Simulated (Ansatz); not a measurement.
# Ti: distorted cells

Level of theory: DFT PBE, scalar-relativistic, plane waves, PAW (Ansatz).

Settings: cutoff 420 eV, Γ-centred mesh 12×12×14 on the computed 3-atom cell, Gaussian smearing of 0.10 eV; no spin polarisation.

Reference cell:

```yaml
crystal:
  lattice:
    - [4.56737, 0.00000, 0.00000]
    - [-2.28369, 3.95546, 0.00000]
    - [0.00000, 0.00000, 2.82624]
  atoms:
    - { symbol: Ti, position: [0.00000, 0.00000, 0.00000] }
    - { symbol: Ti, position: [0.33333, 0.66667, 0.50000] }
    - { symbol: Ti, position: [0.66667, 0.33333, 0.50000] }
```

Each variant moves atoms of this cell by the vectors given, if any (Å), and then applies a symmetric strain (tensor components, Cartesian axes). The reference cell isn't relaxed at this level. Energies are per atom at zero smearing, counted from the reference cell. Pressure is positive in compression.

1. strain (xx yy zz yz xz xy, %) -0.31 -0.31 1.19 0.00 0.00 0.00
2. strain (xx yy zz yz xz xy, %) -0.66 -0.66 -9.65 0.00 0.00 0.00
3. strain (xx yy zz yz xz xy, %) -4.53 -4.53 4.47 0.00 0.00 0.00
4. strain (xx yy zz yz xz xy, %) -1.75 -1.75 -4.75 0.00 0.00 0.00
5. strain (xx yy zz yz xz xy, %) -3.13 -3.13 5.87 0.00 0.00 0.00
6. strain (xx yy zz yz xz xy, %) -2.67 -2.67 -5.67 0.00 0.00 0.00

The reference cell has pressure 0.83 GPa, largest force 0.000 eV/Å and gap none (metal).

| result | ΔE (meV/atom) | P (GPa) |
| --- | --- | --- |
| A | 1.4 | 0.14 |
| B | 60.7 | 12.33 |
| C | 166.8 | 17.82 |
| D | 51.2 | 1.53 |
| E | 70.3 | 6.80 |
| F | 100.8 | 16.90 |

Problem. Which variant gave which result?

Solution. A is 1, B is 4, C is 2, D is 5, E is 3, F is 6. The pressure falls as the cell grows: from the smallest volume to the largest the variants are 2, 6, 4, 3, 5, 1.

This form isn't the element's structure at ambient conditions.

Cost: 7 runs of about 1.9 core-minutes in all, on Arm Neoverse N1 (shared hosts).